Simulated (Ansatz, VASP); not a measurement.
# One calculation of Hf2Si, two programs

File INCAR:

```
PREC = Accurate
ENCUT = 520
EDIFF = 1E-6
ISMEAR = 0
SIGMA = 0.1
LREAL = False
LASPH = True
NELM = 60
ALGO = Normal
ISIF = 2
LWAVE = False
LCHARG = False
GGA = PS
NBANDS = 33
```

File KPOINTS:

```
Automatic mesh
0
Gamma
  6 6 6
```

POSCAR

```
Hf2Si
1.0
   -3.2753522240      3.2753522240      2.5828233930
    3.2753522240     -3.2753522240      2.5828233930
    3.2753522240      3.2753522240     -2.5828233930
Hf Si
4 2
Direct
    0.8435136200      0.6564863800      0.5000000000
    0.3435136200      0.8435136200      0.1870272400
    0.1564863800      0.3435136200      0.5000000000
    0.6564863800      0.1564863800      0.8129727600
    0.7500000000      0.7500000000      0.0000000000
    0.2500000000      0.2500000000      0.0000000000
```

Input for Ansatz:

```yaml
crystal:
  lattice:
    - [-3.275352224, 3.275352224, 2.582823393]
    - [3.275352224, -3.275352224, 2.582823393]
    - [3.275352224, 3.275352224, -2.582823393]
  atoms:
    - { symbol: Hf, position: [0.84351362, 0.65648638, 0.5] }
    - { symbol: Hf, position: [0.34351362, 0.84351362, 0.18702724] }
    - { symbol: Hf, position: [0.15648638, 0.34351362, 0.5] }
    - { symbol: Hf, position: [0.65648638, 0.15648638, 0.81297276] }
    - { symbol: Si, position: [0.75, 0.75, 0.0] }
    - { symbol: Si, position: [0.25, 0.25, 0.0] }
basis:
  ecutwfc: 420
kpoints:
  mp_grid: { grid: [6, 6, 6] }
hamiltonian:
  xc: pbesol
scf:
  occupations: { method: gaussian, width: 0.1 }
output:
  forces: true
  stress: true
  eigenvalues: true
```

Alike in both runs: task single point; functional PBEsol; k mesh 6 × 6 × 6; occupations gaussian, width 0.1 eV; no spin polarisation.

|  | VASP | Ansatz |
| --- | --- | --- |
| version | VASP 6.6.1 | Ansatz 0.2.0 |
| potentials or method | VASP PAW PBE potentials, release 64 (Hf_pv, Si) | scalar-relativistic, plane waves, PAW |
| plane-wave cutoff (eV) | 520 | 420 |
| valence electrons in the cell | 48 | 112 |

Ansatz gave:

```
gap on the k mesh at the Fermi level (eV)       : none
pressure (GPa)                                  : -2.4
largest component of the traceless stress (GPa) : 0.29
rms of the force components (eV/Å)              : 0.014
```

Q: Which values does VASP return?

A: gap on the k mesh at the Fermi level (eV): none; pressure (GPa): -2.6; largest component of the traceless stress (GPa): 0.27; rms of the force components (eV/Å): 0.010.

Atom by atom the forces differ by 0.005 eV/Å (rms over components). A gap of «none» marks a metal or a gap that the smearing closes. The two sets of potentials don't hold the same shells in valence.

Caveats: the PAW data sets were made with another functional, which shifts forces and pressure a little (VASP). The runs have no spin-orbit coupling, so splittings on Hf are missing.
